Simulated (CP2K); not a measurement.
**Rh under changes of volume**

One of the cells (13.671 Å³/atom); the others are scaled copies at fixed shape and fractional positions:

```
CELL_PARAMETERS angstrom
2.68397 0.00000 0.00000
1.34198 2.32438 0.00000
1.34198 0.77479 2.19145
ATOMIC_POSITIONS crystal
Rh 0.00000 0.00000 0.00000
```

```yaml
Program: CP2K 2026.2
Functional: LDA
Potentials_or_basis: GTH_POTENTIALS Rh GTH-PADE-q17; TZVP-MOLOPT-PBE-GTH basis
Density_cutoff: 6123 eV
k_mesh: 12 × 12 × 12
Occupations: fermi-dirac, width 0.1 eV
Spin: no spin polarisation
```

| volume (Å³/atom) | energy over the lowest point (meV/atom) | pressure (GPa) |
| --- | --- | --- |
| 12.851 | 0.00 | 1.5 |
| 13.125 | 3.95 | -4.9 |
| 13.398 | 18.15 | -10.5 |
| 13.671 | 41.29 | -15.4 |
| 13.945 | 72.30 | -19.7 |
| 14.218 | 110.22 | -23.5 |
| 14.492 | ? | ? |

What does the run at 14.492 Å³/atom give?

Energy over the lowest point 154.20 meV/atom; pressure -26.8 GPa.

Worked out: A Birch-Murnaghan fit of order 3 (a polynomial in V^(-2/3)) to the other rows has its minimum at 12.89 Å³/atom with B0 = V·E''(V) = 315 GPa and B' = 5.1. It gives 154.27 meV/atom at 14.492 Å³/atom, against the run's 154.20, and -dE/dV = -27.4 GPa, against -26.8.

Energies are extrapolated to zero smearing.

Caveats: the basis of atomic orbitals isn't converged, which shifts pressures, moduli and gaps.
